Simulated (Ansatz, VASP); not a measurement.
Cu: VASP beside Ansatz

```xyz
2
Lattice="2.5341 0.0000 0.0000 -1.2670 2.1946 0.0000 0.0000 0.0000 4.1126" Properties=species:S:1:pos:R:3 pbc="T T T"
Cu    0.0000    1.4631    1.0281
Cu    1.2670    0.7315    3.0844
```

This isn't the form of Cu at room conditions, which is fcc.

Alike in both runs: task single point; functional PBEsol; k mesh 24 × 24 × 12; occupations gaussian, width 0.15 eV; no spin polarisation.

```csv
,VASP,Ansatz
version,VASP 6.6.1,Ansatz 0.2.0
potentials or method,"VASP PAW PBE potentials, release 64 (Cu)","scalar-relativistic, plane waves, PAW"
plane-wave cutoff (eV),520,420
valence electrons in the cell,22,38
```

|  | VASP | Ansatz | Ansatz less VASP |
| --- | --- | --- | --- |
| gap on the k mesh at the Fermi level (eV) | none | none | - |
| pressure (GPa) | -1.0 | -1.6 | -0.58 |
| largest component of the traceless stress (GPa) | 1.29 | 1.30 | +0.005 |

A gap of «none» marks a metal or a gap that the smearing closes. The two sets of potentials don't hold the same shells in valence.

Caveats: the PAW data sets were made with another functional, which shifts forces and pressure a little (VASP).
